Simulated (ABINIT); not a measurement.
The system is Al.

```
Al
1.0
     0.00000    2.02481    2.02481
     2.02481    0.00000    2.02481
     2.02481    2.02481    0.00000
Al
1
Direct
  0.00000 0.00000 0.00000
```

- Program: ABINIT 10.8.3 (patched build)
- Task: relaxation of cell and atoms
- Functional: LDA
- Potentials or basis: PseudoDojo NC SR LDA v0.4.1 standard
- Cutoff: 435 eV
- k mesh: 8 × 8 × 8
- Occupations: fermi-dirac, width 0.05 eV
- Spin: no spin polarisation

At the start: pressure -3.9 GPa; volume 16.60 Å³/atom.

How do energy, volume and symmetry change on relaxing?

Over 4 steps the energy falls by 10.2 meV/atom and the volume is 15.80 Å³/atom (-4.8 %); space group Fm-3m (No. 225, to 0.05 Å).

Step by step:
```csv
step,energy change (eV),largest force (eV/Å),pressure (GPa),volume (Å³)
1,0.0000,0.0000,-3.91,16.60
2,-0.0043,0.0000,-3.05,16.41
3,-0.0101,0.0000,0.26,15.75
4,-0.0102,0.0000,0.00,15.80
```

Final structure:
```cif
data_structure
_symmetry_space_group_name_H-M 'P 1'
_symmetry_Int_Tables_number 1
_cell_length_a 2.8168
_cell_length_b 2.8168
_cell_length_c 2.8168
_cell_angle_alpha 60.000
_cell_angle_beta 60.000
_cell_angle_gamma 60.000
_cell_volume 15.80
loop_
_atom_site_label
_atom_site_type_symbol
_atom_site_fract_x
_atom_site_fract_y
_atom_site_fract_z
_atom_site_occupancy
Al1 Al 0.00000 0.00000 0.00000 1
```

The cell as given is a measured one (16.60 Å³/atom); LDA puts the equilibrium volume -4.8 % from it, thermal expansion not counted.
